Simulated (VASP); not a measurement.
Wanted: the native input for a VASP 6.6.1 run.

```
Task                   : relaxation of cell and atoms
Functional             : PBE
Dispersion             : rVV10
Potentials or basis    : VASP PAW PBE potentials, release 64 (Ba_sv, H)
Cutoff                 : 600 eV
k mesh                 : 5 × 5 × 5
Occupations            : fermi-dirac, width 0.05 eV
Spin                   : no spin polarisation
Further INCAR settings : ALGO = Normal; EDIFF = 1e-06; IBRION = 2; EDIFFG = -0.01; NSW = 60; ISIF = 3
```

The structure of BaH4 lies in POSCAR:

```
BaH4
1.0
    2.2908200000      1.3226000000      3.5362500000
   -2.2908200000      1.3226000000      3.5362500000
    0.0000000000     -2.6452100000      3.5362500000
Ba H
1 4
Direct
    0.0000000000      0.0000000000      0.0000000000
    0.7408700000      0.7408700000      0.7408700000
    0.2591300000      0.2591300000      0.2591300000
    0.4636900000      0.4636900000      0.4636900000
    0.5363100000      0.5363100000      0.5363100000
```

The cell was built by a generator and needn't be a form met in nature.

One way to write it, as run:

INCAR

```
PREC = Accurate ; ENCUT = 600
EDIFF = 1E-6 ; ISMEAR = -1
SIGMA = 0.05 ; LREAL = False
LASPH = True ; NELM = 80
ALGO = Normal ; ISIF = 3
LWAVE = False ; LCHARG = False
GGA = PE ; LUSE_VDW = True
IVDW_NL = 2 ; BPARAM = 10.0
CPARAM = 0.0093 ; IBRION = 2
NSW = 60 ; EDIFFG = -0.01
```

KPOINTS

```
Automatic mesh
0
Gamma
  5 5 5
```

Potentials or basis: VASP PAW PBE potentials, release 64 (Ba_sv, H).

Launch:

```bash
$ cat potpaw_PBE.64/Ba_sv/POTCAR potpaw_PBE.64/H/POTCAR > POTCAR
$ mpirun -np 1 vasp_std > vasp.out
```

Results of the run:

The relaxed volume is 12.79 Å³/atom and the relaxed cell is a = 4.409 Å, b = 4.409 Å, c = 4.409 Å, α = 62.49°, β = 62.49°, γ = 62.49°. The space group after relaxing (to 0.05 Å) is R-3m (No. 166). The energy gained by relaxing is 0.1 meV/atom, the ionic steps are 5 and the pressure after relaxing is 0.0 GPa. The largest force after relaxing is 0.005 eV/Å. The band gap on the k mesh is 2.54 eV, indirect (least direct gap 3.05 eV).

Caveat: spin-orbit coupling is left out, which moves the levels of the heavy elements; an odd mesh through Γ misses points on the zone boundary, where band edges often lie.

It took 3.3 min on 1 thread of Intel(R) Xeon(R) Platinum 8488C (Sapphire Rapids) (shared host), peak memory 0.37 GiB.
